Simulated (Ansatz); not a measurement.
## NaF: modes and screening against the lattice constant

Method: DFT r2SCAN+D3(BJ), scalar-relativistic, plane waves, PAW in Ansatz 0.2.0. Cutoff 500 eV, 8×8×8 k-points (Γ-centred), fixed occupations. No spin polarisation. Phonons by linear response, acoustic sum rule imposed.

The cell is fixed (symmetry leaves no force on the atoms) and stands under -0.3 GPa:
```cif
data_structure
_symmetry_space_group_name_H-M 'F-43m'
_symmetry_Int_Tables_number 216
_cell_length_a 5.0472
_cell_length_b 5.0472
_cell_length_c 5.0472
_cell_angle_alpha 90.000
_cell_angle_beta 90.000
_cell_angle_gamma 90.000
_cell_volume 128.57
loop_
_atom_site_label
_atom_site_type_symbol
_atom_site_symmetry_multiplicity
_atom_site_Wyckoff_symbol
_atom_site_fract_x
_atom_site_fract_y
_atom_site_fract_z
_atom_site_occupancy
Na1 Na 4 a 0.00000 0.00000 0.00000 1
F1 F 4 d 0.25000 0.25000 0.75000 1
```

The cell is the ideal cubic zincblende prototype; this isn't the usual structure of the compound.

Question: How do the optical zone-centre modes (counted from the lowest optical one, degenerate ones once; i marks imaginary ones; without the LO field) and the screening change over a = 4.962 and 5.047 Å?

Answer:
| a (Å) | 4.962 | 5.047 |
| --- | --- | --- |
| pressure (GPa) | 1.9 | -0.3 |
| gap on the mesh (eV) | 6.46 | 6.29 |
| ε∞ | 1.68 | 1.66 |
| ε0 | 3.0 | 3.2 |
| mode 1 (cm⁻¹) | 331 | 301 |

Cost: 2 runs of about 11 core-minutes in all, on Intel Xeon Processor @ 2.50GHz (Skylake/Cascade Lake) (shared hosts).